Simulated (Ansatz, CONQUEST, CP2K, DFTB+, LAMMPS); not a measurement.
**DFTB+ runs on glassy 72SiO2-17Al2O3-6BaO-6ZnO (mol %) (116 atoms)**

How near does DFTB+ come to plane waves for glassy 72SiO2-17Al2O3-6BaO-6ZnO (mol %) (116 atoms)?

Program: DFTB+ 25.1. Level of theory: the method is named at each step. Results are calculated unless marked as measured.

## 1. The structure

The cell holds 116 atoms: 26 Si, 12 Al, 2 Ba, 2 Zn and 74 O. Its edges and angles: a = 11.345 Å, b = 11.345 Å, c = 11.345 Å, α = 90.0°, β = 90.0°, γ = 90.0°. 116 atoms (26 Si, 12 Al, 2 Ba, 2 Zn, 74 O) placed at random at 3.01 g/cm³, melted at 4000 K for 10 ps at fixed volume with the Morse and Coulomb pair potential with partial charges (Pedone, Malavasi, Menziani, Cormack and Segre, J. Phys. Chem. B 110, 11780 (2006)). Quenched from 4000 K to 300 K at 50 K/ps and fixed volume, held 5 ps.

The yardstick, on the same geometry:

| Quantity | Value |
| --- | --- |
| method | Kohn-Sham DFT, PBE, PAW, plane waves (Ansatz 0.2.0); cutoff 420 eV, Γ point, fermi-dirac smearing of 0.05 eV; PAW set soft_2 |
| r.m.s. force component | 1.315 eV/Å |
| longest force | 6.699 eV/Å |
| pressure | 5.914 GPa |
| gap (highest filled to lowest empty level) | 2.642 eV |
| SCF cycles | 10 |
| time | 27 s on 4 threads of Intel Xeon Platinum 8259CL at 2.50GHz (Skylake/Cascade Lake), shared host |
| CPU time | 99 s |

## 2. GFN1-xTB

Method: GFN1-xTB tight binding, diagonalisation.

The input, dftb_in.hsd:

```
Geometry = GenFormat {
  <<< geo.gen
}
Driver = {}
Hamiltonian = xTB {
  Method = "GFN1-xTB"
  SccTolerance = 1e-06
  MaxSccIterations = 300
  Mixer = Broyden { MixingParameter = 0.2 }
  Filling = Fermi { Temperature [K] = 580 }
  KPointsAndWeights = { 0.0 0.0 0.0 1.0 }
}
Analysis {
  PrintForces = Yes
  MullikenAnalysis = Yes
}
ParserOptions { ParserVersion = 14 }
```

The input, geo.gen:

```
116 F
Si Al Ba Zn O
1 1 0.84404 0.70248 0.19524
2 1 0.75747 0.92192 0.87913
3 1 0.94842 0.91200 0.05605
4 1 0.34509 0.85995 0.50039
5 1 0.27958 0.27225 0.76738
6 1 0.73736 0.64063 0.95408
7 1 0.98870 0.32390 0.04087
8 1 0.29158 0.40258 0.24351
9 1 0.16027 0.88363 0.30834
10 1 0.94629 0.49904 0.82330
11 1 0.55810 0.83095 0.35004
12 1 0.53668 0.21341 0.34816
13 1 0.96365 0.12405 0.19592
14 1 0.66987 0.23666 0.01493
15 1 0.40538 0.34790 0.99535
16 1 0.19904 0.15199 0.32399
17 1 0.10089 0.69580 0.69946
18 1 0.44976 0.60316 0.22308
19 1 0.84037 0.44767 0.41130
20 1 0.47655 0.37380 0.58356
21 1 0.52080 0.98493 0.78175
22 1 0.19732 0.06947 0.59431
23 1 0.03891 0.50990 0.24147
24 1 0.48183 0.59699 0.86595
25 1 0.65298 0.41991 0.19776
26 1 0.40108 0.84481 0.97468
27 2 0.80337 0.16901 0.41490
28 2 0.22052 0.14766 0.97798
29 2 0.16133 0.87944 0.89726
30 2 0.34756 0.61672 0.64079
31 2 0.69683 0.05681 0.23647
32 2 0.21665 0.70448 0.08780
33 2 0.76694 0.70950 0.47811
34 2 0.95236 0.95344 0.49368
35 2 0.38812 0.03382 0.18050
36 2 0.83798 0.79963 0.66909
37 2 0.57104 0.74990 0.62094
38 2 0.19980 0.52638 0.85182
39 3 0.15476 0.40290 0.53480
40 3 0.93637 0.15951 0.75556
41 4 0.61193 0.24583 0.76733
42 4 0.73453 0.50787 0.65955
43 5 0.85214 0.58827 0.88640
44 5 0.63211 0.97373 0.87163
45 5 0.60547 0.37666 0.65284
46 5 0.74108 0.78080 0.91391
47 5 0.32446 0.26200 0.90029
48 5 0.92208 0.21190 0.09588
49 5 0.42738 0.91751 0.08962
50 5 0.48141 0.28454 0.47056
51 5 0.40967 0.49200 0.56085
52 5 0.17306 0.48339 0.24556
53 5 0.18354 0.62802 0.60766
54 5 0.72270 0.69745 0.65109
55 5 0.06636 0.00782 0.59795
56 5 0.31034 0.11759 0.08892
[... 60 atom lines left out ...]
0.0 0.0 0.0
11.34500 0.00000 0.00000
0.00000 11.34500 0.00000
0.00000 0.00000 11.34500
```

The run is started by

```bash
> OMP_NUM_THREADS=1 dftb+ > output.txt
```

Output:

```text
Reading input file 'dftb_in.hsd'
Parser version: 14
--------------------------------------------------------------------------------
Processed input in HSD format written to 'dftb_pin.hsd'
Starting initialization...
--------------------------------------------------------------------------------
WARNING!
-> Dipole printed for extended system : value printed is not well defined
Mode:                        Static calculation
Self consistent charges:     Yes
SCC-tolerance:                 0.100000E-05
Max. scc iterations:                    300
Shell resolved Hubbard:      Yes
Spin polarisation:           No
Nr. of up electrons:           296.000000
Nr. of down electrons:         296.000000
Periodic boundaries:         Yes
Electronic solver:           Relatively robust
Mixer:                       Broyden mixer
Mixing parameter:                  0.200000
Nr. of chrg. vec. in memory:            300
Max. SCC-cycles:                        300
tblite library version:      0.3.0
-> parametrization:          GFN1-xTB
-> repulsion:                Yes
-> dispersion:               Yes
-> halogen bonding:          Yes
-> electrostatics:           Yes
   -> isotropic:             Yes
   -> anisotropic:           No
   -> third-order:           Yes
Electronic temperature:              0.183675E-02 H      0.499806E-01 eV
Initial charges:             Set automatically (system chrg:   0.000E+00)
Included shells:            Si:  s, p, d
                            Al:  s, p, d
                            Ba:  s, p, d
                            Zn:  s, p
                             O:  s, p
K-points and weights:           1:  0.000000  0.000000  0.000000     1.000000
K-points in absolute space:     1:  0.000000  0.000000  0.000000
Extra options:
                             Mulliken analysis
                             Force calculation
Force type                   original
--------------------------------------------------------------------------------
***  Geometry step: 0
 iSCC Total electronic   Diff electronic      SCC error
    1   -0.40913039E+03    0.00000000E+00    0.21261998E+01
    2   -0.41944377E+03   -0.40913039E+03    0.16599943E+01
    3   -0.43192685E+03   -0.10313376E+02    0.48379524E+01
    4   -0.45566001E+03   -0.12483084E+02    0.63648000E+01
    5   -0.42726311E+03   -0.23733156E+02    0.40157958E+01
    6   -0.42590739E+03    0.28396904E+02    0.10110839E+01
    7   -0.42593239E+03    0.13557135E+01    0.99953262E+00
    8   -0.42539991E+03   -0.24997456E-01    0.12923506E+01
    9   -0.42606737E+03    0.53247672E+00    0.80657392E+00
   10   -0.42613054E+03   -0.66745792E+00    0.53142203E+00
   11   -0.42614714E+03   -0.63170864E-01    0.38932343E+00
   12   -0.42610088E+03   -0.16598938E-01    0.43861149E+00
[...]
>> Charges saved for restart in charges.bin
[...]
33   -0.42620222E+03   -0.82252427E-10    0.12597494E-04
   34   -0.42620222E+03   -0.89642072E-10    0.88143394E-05
   35   -0.42620222E+03   -0.37118753E-10    0.42655454E-05
   36   -0.42620222E+03   -0.16257218E-10    0.15054034E-05
>> Charges saved for restart in charges.bin
   37   -0.42620222E+03   -0.17053026E-12    0.17517233E-06
Total Energy:                     -424.3614964847 H       -11547.4638 eV
Extrapolated to 0K:               -424.3614965196 H       -11547.4638 eV
Total Mermin free energy:         -424.3614965545 H       -11547.4638 eV
Force related energy:             -424.3614965545 H       -11547.4638 eV
Volume:                              0.985394E+04 au^3   0.146020E+04 A^3
Pressure:                            0.194789E-03 au     0.573088E+10 Pa
```

detailed.out:

```text
Fermi distribution function
Calculation with static geometry
********************************************************************************
 iSCC Total electronic   Diff electronic      SCC error
   37   -0.42620222E+03   -0.17053026E-12    0.17517233E-06
********************************************************************************
 Total charge:    -0.00000000
 Atomic gross charges (e)
 Atom           Charge
    1       0.80415117
    2       0.73009408
    3       0.72998292
    4       0.78016669
    5       0.68019227
    6       0.72989409
    7       0.83794470
    8       0.72147721
    9       0.78541333
   10       0.65495155
   11       0.73903532
   12       0.79675885
[...]
112      -0.50690474
  113      -0.36856426
  114      -0.38334739
  115      -0.63682653
  116      -0.51922788
Fermi level:                        -0.2832464383 H           -7.7075 eV
Band energy:                      -285.6264766094 H        -7772.2919 eV
TS:                                  0.0000000698 H            0.0000 eV
Band free energy (E-TS):          -285.6264766793 H        -7772.2919 eV
Extrapolated E(0K):               -285.6264766443 H        -7772.2919 eV
Input / Output electrons (q):    592.0000000000    592.0000000000
Energy H0:                        -428.5726686554 H       -11662.0557 eV
Energy SCC:                          2.3704466302 H           64.5031 eV
Total Electronic energy:          -426.2022220251 H       -11597.5525 eV
Repulsive energy:                    2.2897643254 H           62.3077 eV
Halogen correction energy:           0.0000000000 H            0.0000 eV
Total energy:                     -424.3614964847 H       -11547.4638 eV
Extrapolated to 0:                -424.3614965196 H       -11547.4638 eV
Total Mermin free energy:         -424.3614965545 H       -11547.4638 eV
Force related energy:             -424.3614965545 H       -11547.4638 eV
Non-constrained calculation
SCC converged
Total Forces
    1      0.058038572345      0.001967988848     -0.059122904964
    2      0.024846033432     -0.058679340196     -0.004976139306
    3      0.000929119090     -0.023439177217     -0.030100605974
    4      0.021070432755      0.021019753574      0.028241043965
    5     -0.019437483742      0.030278686327     -0.014946613742
    6      0.009747825297      0.006330508547     -0.024224989656
    7      0.048138554209     -0.026539798560      0.008499505790
    8      0.037543188789      0.035212742039     -0.003586915447
    9     -0.016973778392      0.016432012147      0.025961439586
   10     -0.039466731157      0.003966101276      0.044803998626
   11      0.029786258907     -0.020328574742      0.009928998646
[...]
112      0.026727418303     -0.015213982370     -0.015176587894
  113      0.002178702325     -0.002051746843      0.007143402809
  114     -0.009032216354      0.026852820939     -0.010191906091
  115     -0.018917302027     -0.020903080414     -0.039073455533
  116      0.008995325775      0.020794966079     -0.009482448809
Total stress tensor
      0.000357890839     -0.000054122515      0.000045597781
     -0.000054122515      0.000047011461     -0.000024781953
      0.000045597781     -0.000024781953      0.000179463812
Total lattice derivs
     -0.164496724317      0.024876234524     -0.020958026202
      0.024876234524     -0.021607793348      0.011390484516
     -0.020958026202      0.011390484516     -0.082486629700
Maximal derivative component:        0.111736E+00 au
Volume:                              0.985394E+04 au^3
Pressure:                            0.194789E-03 au     0.573088E+10 Pa
Warning: dipole moment is not defined absolutely!
Dipole moment:   25.61520161    7.31065173   -5.42978682 au
Dipole moment:   65.10735352   18.58182472  -13.80114259 Debye
```

Elapsed: 45 s, on 1 thread of Intel Xeon Platinum 8259CL at 2.50GHz (Skylake/Cascade Lake), shared host; peak memory 1.1 GiB.

Banners, paths, timers and routine set-up lines are dropped from the logs unmarked, and long logs keep their key lines alone; longer cuts are marked.

Compared with the plane-wave run:

| Item | Value |
| --- | --- |
| r.m.s. force component | 1.201 eV/Å |
| r.m.s. difference of force components | 717 meV/Å |
| longest difference of force vectors | 3824 meV/Å |
| force difference over r.m.s. force | 54.52 % |
| slope of forces against the reference's | 0.7687 |
| correlation of force components | 0.8414 |
| gap (highest filled to lowest empty level) | 1.444 eV |
| gap difference | -1.199 eV |
| pressure | 5.731 GPa |
| pressure difference | -0.1833 GPa |

Length of the force difference by element (eV/Å):

```csv
element,atoms,mean,most
Al,12,1.7,3.8
Ba,2,2.3,3.7
O,74,0.63,2.8
Si,26,1.5,2.7
Zn,2,1.4,2.6
```

Levels nearest the highest filled one (eV from it): -1.09, -1.05, -1.00, -0.96, -0.93, -0.78, -0.72, -0.63, -0.49, -0.48, -0.06, 0.00, 1.44, 2.81, 2.91, 3.43, 3.67, 4.13, 4.40, 4.81, 4.91, 5.36, 5.72, 5.79.

A closer look about Ba39, one of the 2 Ba atoms: 9 atoms, nearest first, numbered in the order of the input, with positions taken from that point.

| atom | x | y | z | distance (Å) | Mulliken charge (e) | Fx | Fy | Fz (eV/Å) |
| --- | --- | --- | --- | --- | --- | --- | --- | --- |
| Ba39 | 0.00 | 0.00 | 0.00 | 0.00 | 0.78 | 3.74 | 0.69 | -0.45 |
| O53 | 0.33 | 2.55 | 0.83 | 2.70 | -0.56 | 0.50 | -0.52 | -1.68 |
| O62 | 0.51 | -0.10 | 2.76 | 2.81 | -0.60 | -0.97 | -1.77 | -1.16 |
| O102 | -2.00 | 0.68 | -1.86 | 2.81 | -0.49 | 1.64 | 0.17 | 0.02 |
| O87 | 0.58 | -2.87 | -0.71 | 3.01 | -0.48 | -0.51 | 0.86 | -0.61 |
| O51 | 2.89 | 1.01 | 0.30 | 3.08 | -0.53 | -1.65 | 2.29 | -0.71 |
| O86 | 0.51 | -2.57 | 1.81 | 3.18 | -0.44 | 0.29 | -0.79 | 0.22 |
| O64 | 1.23 | -1.40 | -2.66 | 3.25 | -0.39 | -0.06 | -1.19 | 1.04 |
| O101 | 2.62 | -1.01 | 1.69 | 3.27 | -0.42 | 0.43 | -0.70 | -0.56 |

Forces lie 55 % from the reference's, at 0.45 times its CPU time (on 1 against 4 cores).

Further runs of this program without a result: DFTB+ IPEA1-xTB (ended with an error or stopped unconverged).

## 3. Results

```json
{"force difference from the reference": "DFTB+ GFN1-xTB, 55 %", "its CPU time": "45 s"}
```

Tight binding differs by 55 % (DFTB+ GFN1-xTB); it is another model, with fitted parameters of its own, and the xTB methods hold dispersion. One electronic-structure run takes under half the reference's CPU time: DFTB+ GFN1-xTB, at 55 % in 45 s against 99 s. Periodic xTB results under one method name differ between programs and library versions (DFTB+ here holds tblite 0.3). The quench rate of 50 K/ps is many orders above laboratory rates, so the cell is likely richer in defects and strain than a real sample. The network of bonds at the start is that of the classical potential that made the cell, and needn't be the one that DFT or experiment would give. The reference's stress is far from hydrostatic: its diagonal is 7.7, 3.2, 6.8 GPa, compression counted positive. The electronic-structure runs sample only Γ, in a cell whose shortest periodic width is 11 Å. Spin–orbit coupling is left out, which matters for the levels of the heavy elements.

[Also dropped from logs without a mark: logging warnings of Python, and SIESTA's first energy breakdown and zero terms.]

[Logs are printed without paths, hosts, clocks, repeated set-up lines and the standing remarks that a program may print on its own settings, such as how far it seeks lower states.]

[Hosts, paths, dates, database ids (printed as entryN), source tags and the programs' standing remarks are cut or masked in the printed files.]
